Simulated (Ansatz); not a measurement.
Here is an Ansatz 0.2.0 calculation.

Contents of input.yaml:

```yaml
crystal:
  lattice:
    - [2.904158, 0.0, 0.0]
    - [0.0, 3.84481, 0.0]
    - [0.0, 0.0, 6.164264]
  atoms:
    - { symbol: Mn, position: [0.5, 0.5, 0.3433015], spin: 4.0 }
    - { symbol: Mn, position: [0.0, 0.0, 0.6566985], spin: 4.0 }
    - { symbol: O, position: [0.5, 0.0, 0.8375675] }
    - { symbol: O, position: [0.0, 0.5, 0.1624325] }
    - { symbol: O, position: [0.5, 0.0, 0.4217995] }
    - { symbol: O, position: [0.0, 0.5, 0.5782005] }
hamiltonian:
  xc: pbesol
  pseudopotentials: { kind: paw }
magnetization:
  spin_polarized: true
  initial_magnetization: 8.0
  spin_locking: { lock_magnetization: hard }
kpoints:
  mp_grid: { grid: [8, 6, 4] }
scf:
  occupations: { method: fermi_dirac, width: 0.05 }
  lower_state_search: "off"
output:
  forces: true
  stress: true
  eigenvalues: true
```

Potentials or basis: Ansatz PAW.

The run is started by

```console
$ ansatz run input.yaml --threads 2 --pin off --max-ram 5632MiB --backend cpu --events-out ev --progress --plain --runs-dir out
```

Problem. Predict the largest force.

Solution. 0.840 eV/Å.

Problem. What does it give for the pressure?

Solution. -0.3 GPa.

Forces in eV/Å, atoms in the order of the input:
```
Mn   0.000  0.000  0.840
Mn   0.000  0.000 -0.840
O    0.000  0.000  0.264
O    0.000  0.000 -0.264
O    0.000  0.000 -0.140
O    0.000  0.000  0.140
```

Caveat: the pressure holds a Pulay correction of +0.8 GPa for the finite cutoff; the total moment is fixed, so each spin has its own Fermi level; only a ferromagnetic start was run, and an antiferromagnetic order may lie lower in energy; the PAW data sets come from PBE, with cores solved anew for the run's functional, which leaves a small shift of forces and pressure; the thresholds are loose for stress.
